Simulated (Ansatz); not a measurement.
**CuO (Tenorite) in Ansatz: the effect of target pressure**

Crystal: CuO (Tenorite).

```
CELL_PARAMETERS angstrom
2.34465 -1.71340 0.00000
2.34465 1.71340 0.00000
-0.86055 0.00000 5.05944
ATOMIC_POSITIONS crystal
Cu 0.49680 0.00320 0.50000
Cu 0.00320 0.49680 0.00000
O 0.40560 0.57140 0.75370
O 0.57140 0.40560 0.25370
```

Alike in all runs:

```yaml
Program: Ansatz 0.2.0
Task: relaxation of cell and atoms
Functional: PBEsol
Potentials_or_basis: Ansatz PAW
Cutoff: "420 eV (not typed: the program's choice for these potentials)"
k_mesh: 10 × 10 × 5
Occupations: fermi-dirac, width 0.05 eV
Spin: no spin polarisation
```

Each run relaxes the cell or the atoms first.

```csv
target pressure,relaxed volume (Å³/atom)
0 GPa,10.67
2 GPa,10.53
5 GPa,10.34
10 GPa,9.58
20 GPa,?
30 GPa,8.28
```

**Question.** What does the run with target pressure 20 GPa give?

**Answer.** Relaxed volume 8.79 Å³/atom.

Worked out: A parabola through the other rows of the relaxed volume, of slope -0.0704 Å³/atom per GPa there, gives 8.86 Å³/atom, against the run's 8.79.

Caveats: the plane-wave basis is chosen anew once the cell has moved, so the energies of steps on either side of that aren't comparable; the run has no spin polarisation, though such a crystal can be magnetic; the PAW data sets come from PBE, with cores solved anew for the run's functional, which leaves a small shift of forces and pressure; the volume moved by over 15 % at a fixed basis, so the end points are rough (some runs).
